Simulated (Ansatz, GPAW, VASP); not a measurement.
Ge: 4 runs at one level of theory

```
Ge
1.0
     0.00000    2.82891    2.82891
     2.82891    0.00000    2.82891
     2.82891    2.82891    0.00000
Ge
2
Cartesian
  4.2434 4.2434 4.2434
  2.8289 2.8289 2.8289
```

Alike in all runs: task single point; functional PBE; k mesh 8 × 8 × 8; occupations gaussian, width 0.025 eV; no spin polarisation; no spin-orbit coupling. Pressure is positive in compression and, in plane waves, holds the error of the finite cutoff, which Ansatz's Pulay term estimates and takes out.

```csv
program and potentials,plane-wave cutoff (eV),notes,band gap (eV),pressure (GPa)
"Ansatz, Ansatz PAW",420,14 valence electrons an atom on average; Pulay term of +0.03 GPa included,0.03,3.59
"GPAW, GPAW PAW data sets (gpaw-data 1.2.1)",600,4 valence electrons an atom on average,0.09,3.84
"Ansatz, all-electron LAPW, scalar-relativistic",-,-,?,?
"VASP, PBE PAW files Ge_d, 520 eV",520,14 valence electrons an atom on average,0.03,3.52
```

Task: Estimate from the other rows what the run with Ansatz, all-electron LAPW, scalar-relativistic gave.

Result: Band gap 0.04 eV; pressure 3.58 GPa. The other rows, which needn't bracket it: band gap 0.03 to 0.09; pressure 3.52 to 3.84.
